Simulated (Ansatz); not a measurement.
# AlP: how the settings move a single-point run

Question: which choices in the input matter for AlP?

Program: Ansatz 0.2.0. Level of theory: reference: DFT, HSE06, plane waves, PAW. These are calculated values, not measurements.

1 further run of the same task is left out (it didn't finish).

## Step 1: The system as given

The structure is cubic, space group F-43m (No. 216). The conventional cell has a = 5.479 Å, b = 5.479 Å, c = 5.479 Å, α = 90.00°, β = 90.00°, γ = 90.00°. Around Al (site symmetry -43m) lie 4 P at 2.37 Å. P (site symmetry -43m) has 4 Al at 2.37 Å as nearest neighbours.

Structure file:

```
CELL_PARAMETERS angstrom
0.00000 2.73926 2.73926
2.73926 0.00000 2.73926
2.73926 2.73926 0.00000
ATOMIC_POSITIONS crystal
Al 0.00000 0.00000 0.00000
P 0.25000 0.25000 0.25000
```

## Step 2: Reference

input.yaml reads:

```yaml
crystal:
  lattice:
    - [0.0, 2.7392572077, 2.7392572077]
    - [2.7392572077, 0.0, 2.7392572077]
    - [2.7392572077, 2.7392572077, 0.0]
  atoms:
    - { symbol: Al, position: [0.0, 0.0, 0.0] }
    - { symbol: P, position: [0.25, 0.25, 0.25] }
kpoints:
  mp_grid: { grid: [4, 4, 4] }
hamiltonian:
  xc: hse06
scf:
  occupations: { method: fixed }
  n_extra_bands: 4
output:
  forces: true
  stress: true
  eigenvalues: true
```

Command:

```console
$ ansatz run input.yaml --threads 4 --pin off --max-ram 3686MiB --backend cpu --events-out ev --progress --plain --runs-dir out
```

## Step 3: Variant: mp_grid.grid [6, 6, 6], xc r2scan, ecutwfc 500

input.yaml: that of step 2 with these lines changed.

```diff
@@ -9,5 +9,5 @@
 kpoints:
-  mp_grid: { grid: [4, 4, 4] }
+  mp_grid: { grid: [6, 6, 6] }
 hamiltonian:
-  xc: hse06
+  xc: r2scan
 scf:
@@ -19 +19,3 @@
   eigenvalues: true
+basis:
+  ecutwfc: 500
```

## Step 4: Changed: mp_grid.grid [6, 6, 6], xc r2scan

input.yaml: that of step 2 with these lines changed.

```diff
@@ -9,5 +9,5 @@
 kpoints:
-  mp_grid: { grid: [4, 4, 4] }
+  mp_grid: { grid: [6, 6, 6] }
 hamiltonian:
-  xc: hse06
+  xc: r2scan
 scf:
```

## Step 5: Changing settings: exchange pbe, correlation pbe, coeff 0.5, omega 0.3

input.yaml: that of step 2 with these lines changed.

```diff
@@ -11,3 +11,3 @@
 hamiltonian:
-  xc: hse06
+  xc: { exchange: pbe, correlation: pbe, exx: { coeff: 0.5, omega: 0.3 } }
 scf:
```

## Step 6: Variant: exchange pbe, correlation pbe, coeff 0.2, omega 0.3

input.yaml: that of step 2 with these lines changed.

```diff
@@ -11,3 +11,3 @@
 hamiltonian:
-  xc: hse06
+  xc: { exchange: pbe, correlation: pbe, exx: { coeff: 0.2, omega: 0.3 } }
 scf:
```

## Step 7: Variant: exchange pbe, correlation pbe, coeff 0.4, omega 0.5

input.yaml: that of step 2 with these lines changed.

```diff
@@ -11,3 +11,3 @@
 hamiltonian:
-  xc: hse06
+  xc: { exchange: pbe, correlation: pbe, exx: { coeff: 0.4, omega: 0.5 } }
 scf:
```

## Step 8: Variant: ecutwfc 750

input.yaml: that of step 2 with these lines changed.

```diff
@@ -19 +19,3 @@
   eigenvalues: true
+basis:
+  ecutwfc: 750
```

**Question.** What will these runs give? Wanted: for each run, ending; energy change; pressure; gap; force.

The runs gave:

| run | ending | energy change | pressure (GPa) | gap (eV) | force (eV/Å) | cycles | time |
| --- | --- | --- | --- | --- | --- | --- | --- |
| reference | converged | 0 | 0.2 | 2.29 | 0.00 | 9 | 17 s |
| 1: mp_grid.grid [6, 6, 6], xc r2scan, ecutwfc 500 | converged | not comparable | 0.0 | 1.92 | 0.00 | 6 | 3 s |
| 2: mp_grid.grid [6, 6, 6], xc r2scan | converged | not comparable | 0.0 | 1.92 | 0.00 | 6 | 3.8 s |
| 3: exchange pbe, correlation pbe, coeff 0.5, omega 0.3 | converged | not comparable | -0.8 | 2.68 | 0.00 | 12 | 17 s |
| 4: exchange pbe, correlation pbe, coeff 0.2, omega 0.3 | converged | not comparable | 0.7 | 2.00 | 0.00 | 9 | 11 s |
| 5: exchange pbe, correlation pbe, coeff 0.4, omega 0.5 | converged | not comparable | 0.3 | 2.07 | 0.00 | 10 | 9.8 s |
| 6: ecutwfc 750 | converged | -0.6 meV/atom | 0.2 | 2.29 | 0.00 | 9 | 26 s |

Residual by cycle in the longest SCF loop of each run; runs are numbered as in the table. The quantity is the density residual dr2, in eV.

| cycle | reference | run 1 | run 2 | run 3 | run 4 | run 5 | run 6 |
| --- | --- | --- | --- | --- | --- | --- | --- |
| 1 | 0.00232 | 0.00305 | 0.00305 | 0.00671 | 0.00138 | 0.00325 | 0.0023 |
| 2 | 6.0e-4 | 0.00131 | 0.00131 | 0.00255 | 3.8e-4 | 8.8e-4 | 6.1e-4 |
| 3 | 6.9e-5 | 5.0e-4 | 5.0e-4 | 3.5e-4 | 6.3e-5 | 2.3e-4 | 7.4e-5 |
| 4 | 4.3e-6 | 2.1e-5 | 2.1e-5 | 5.2e-5 | 1.1e-5 | 4.5e-5 | 4.8e-6 |
| 5 | 1.5e-6 | 3.5e-7 | 3.5e-7 | 1.7e-5 | 7.7e-7 | 6.7e-6 | 1.6e-6 |
| 6 | - | 9.5e-10 | 9.5e-10 | 2.6e-6 | - | 1.9e-6 | - |

«ecutwfc 750» moves the energy by -0.6 meV/atom. Of the variants the dearest is «ecutwfc 750» (26 s), the cheapest «mp_grid.grid [6, 6, 6], xc r2scan, ecutwfc 500» (3 s), on a shared host.
